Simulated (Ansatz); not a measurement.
Take a crystal in which S has been replaced by O on all its sites, with the cell rescaled by a rough guess (in some cases also distorted within its space group) and nothing relaxed:

```
Ca O
1.0
     0.00000    2.68499    2.68499
     2.68499    0.00000    2.68499
     2.68499    2.68499    0.00000
Ca O
1 1
Direct
  0.00000 0.00000 0.00000
  0.50000 0.50000 0.50000
```

The calculation used Ansatz 0.2.0, DFT PBE, scalar-relativistic, plane waves, PAW.

Settings: cutoff 420 eV, Γ-centred mesh 8×8×8 on the computed 2-atom cell, Gaussian smearing of 0.02 eV; no spin polarisation.

Problem. What pressure does the cell carry?

Solution. The pressure is -16.9 GPa (positive in compression), so the cell would contract.

Problem. Is it a metal on this mesh?

Solution. No: the gap is 2.51 eV, the least direct gap 2.51 eV.

Problem. What is its energy against the elements in their standard states?

Solution. -2.580 eV/atom at this unrelaxed geometry, with the elements in the same functional.